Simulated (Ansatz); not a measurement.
Co:

```
Co
1.0
     2.47200    0.00000    0.00000
    -1.23600    2.14081    0.00000
     0.00000    0.00000    4.02114
Co
2
Direct
  0.66667 0.33333 0.75000
  0.33333 0.66667 0.25000
```

Base run:

| Item | Value |
| --- | --- |
| Program | Ansatz 0.2.0 |
| Functional | PBE |
| Potentials or basis | all-electron LAPW, scalar-relativistic |
| Cutoff | 315 eV (chosen from the basis error) |
| Basis error allowed | 0.001 eV/atom |
| k mesh | 12 × 12 × 7 |
| Occupations | fermi-dirac, width 0.05 eV |
| Spin | collinear spin, ferromagnetic start |
| Starting moments | [2.0, 2.0] μB |

Its results: pressure 4.6 GPa; net moment 3.21 μB per cell; site moments Co +1.66 μB.

Problem. The run is repeated on the same cell with these changes: functional from PBE to LDA. What comes out?

Solution. Pressure -14.8 GPa; net moment 3.09 μB per cell; site moments Co +1.58 μB.

LDA binds more tightly than PBE, so the same cell stands under less pressure.
